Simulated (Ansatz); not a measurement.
# RbBr: the cost of one run

Program: Ansatz 0.2.0. Level of theory: reference: DFT, PBE, plane waves, PAW. These are calculated values, not measurements.

3 further runs of the same task are left out: 1 for a known fault of the program, 2 that didn't finish.

## 1. The system as given

Symmetry: Fm-3m, No. 225, cubic system. Conventional cell: a = 6.922 Å, b = 6.922 Å, c = 6.922 Å, α = 90.00°, β = 90.00°, γ = 90.00°. Around Rb (site symmetry m-3m) lie 6 Br at 3.46 Å. Br (site symmetry m-3m) has 6 Rb at 3.46 Å as nearest neighbours.

Coordinates:

```
Rb Br
1.0
     0.00000    3.46083    3.46083
     3.46083    0.00000    3.46083
     3.46083    3.46083    0.00000
Rb Br
1 1
Direct
  0.00000 0.00000 0.00000
  0.50000 0.50000 0.50000
```

## 2. The reference run

The input, input.yaml:

```yaml
crystal:
  lattice:
    - [0.0, 3.4608260907, 3.4608260907]
    - [3.4608260907, 0.0, 3.4608260907]
    - [3.4608260907, 3.4608260907, 0.0]
  atoms:
    - { symbol: Rb, position: [0.0, 0.0, 0.0] }
    - { symbol: Br, position: [0.5, 0.5, 0.5] }
kpoints:
  mp_grid: { grid: [4, 4, 4] }
hamiltonian:
  xc: pbe
scf:
  occupations: { method: fixed }
  n_extra_bands: 4
output:
  forces: true
  stress: true
  eigenvalues: true
```

The run is started by

```console
$ ansatz run input.yaml --threads 4 --pin off --max-ram 3686MiB --backend cpu --events-out ev --progress --plain --runs-dir out
```

Q: Estimate wall time and peak memory on 4 threads of an x86-64 CPU, shared host.

About 1.3 s, with a peak of 0.33 GiB.
